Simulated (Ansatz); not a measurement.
# Eu, one cell by several methods

```xyz
1
Lattice="0.0000 2.7418 2.7418 2.7418 0.0000 2.7418 2.7418 2.7418 0.0000" Properties=species:S:1:pos:R:3 pbc="T T T"
Eu    0.0000    0.0000    0.0000
```

The structure comes from a relaxation in the same program, started in the fcc type, and has space group Fm-3m. Whether it is a known phase or the ground state wasn't checked.

Where the f shell is localised, expect the real compound to differ from this run without U.

Other magnetic orders may lie lower; this is the state that the run reached.

Spin–orbit coupling is left out, though it moves levels of the heavy atoms by tenths of an eV or more.

Methods: DFT, PBE, PAW with Ansatz's default frozen-core files, scalar-relativistic (Ansatz 0.2.0); DFT, PBE, all-electron LAPW, scalar-relativistic (Ansatz 0.2.0).

For PAW: a Γ-centred 12×12×12 k mesh, Fermi–Dirac smearing of 0.03 eV, cutoff 420 eV, spin-polarised from start moments Eu 7 μB. LAPW targets a basis error of 1 meV/atom. The Ansatz runs share mesh, smearing and spin set-up. Plane-wave (PAW) pressures include the program's estimate of the Pulay term.

Stress and pressure are positive in compression.

Levels count from the Fermi level.

PAW results:

```
                              quantity     PAW
                        pressure (GPa)    0.05
               moment of the cell (μB)   7.556
highest filled spin-up level at Γ (eV)  -0.359
  lowest empty spin-up level at Γ (eV)   1.794
highest filled spin-up level at U (eV)  -0.232
  lowest empty spin-up level at U (eV)   1.068
```

**Question.** What does LAPW (all electrons) give for the same quantities?

**Answer.** 
| quantity | LAPW |
| --- | --- |
| pressure (GPa) | 0.11 |
| moment of the cell (μB) | 7.555 |
| highest filled spin-up level at Γ (eV) | -0.363 |
| lowest empty spin-up level at Γ (eV) | 1.803 |
| highest filled spin-up level at U (eV) | -0.234 |
| lowest empty spin-up level at U (eV) | 1.072 |
